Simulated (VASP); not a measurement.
Set up this calculation in VASP 6.6.1, as the native input.

| Property | Result |
| --- | --- |
| Task | single point |
| Functional | PBE |
| Potentials or basis | VASP PAW PBE potentials, release 64 (I_GW) |
| Cutoff | 500 eV |
| k mesh | 4 × 4 × 6 |
| Occupations | gaussian, width 0.02 eV |
| Spin | no spin polarisation |
| Further INCAR settings | ALGO = Normal; EDIFF = 1e-06 |

The structure of I lies in POSCAR:

```
I
1.0
    2.5383465792     -3.7066249365      0.0000000000
    2.5383465792      3.7066249365      0.0000000000
   -1.6208748370      0.0000000000      2.3810977968
I
1
Direct
    0.5000000000      0.5000000000      0.5000000000
```

One way to write it, as run:

INCAR

```
SYSTEM = I
ALGO = Normal
EDIFF = 1E-6
ENCUT = 500
GGA = PE
ISIF = 2
ISMEAR = 0
LASPH = .TRUE.
LCHARG = .TRUE.
LELF = .TRUE.
LREAL = .FALSE.
LVHAR = .TRUE.
LWAVE = .FALSE.
NELM = 60
PREC = Accurate
SIGMA = 0.02
```

KPOINTS

```
k-points
0
G
  4 4 6
  0 0 0
```

Potentials or basis: VASP PAW PBE potentials, release 64 (I_GW).

Run with:

```bash
$ cat potpaw_PBE.64/I_GW/POTCAR > POTCAR
$ mpirun -np 1 vasp_std > vasp.out
```

Results of the run:

* Pressure: 0.8 GPa
* Band gap on the k mesh: none (metal or under the smearing width)

Caveat: the k mesh is coarse (spacing up to 0.44 Å⁻¹), so the values aren't converged; an odd number of electrons without spin polarisation forces a metal; a magnetic or distorted state may lie lower.

It took 4.6 s on 1 thread of Intel(R) Xeon(R) 6975P-C (Granite Rapids) (shared host), peak memory 0.17 GiB.
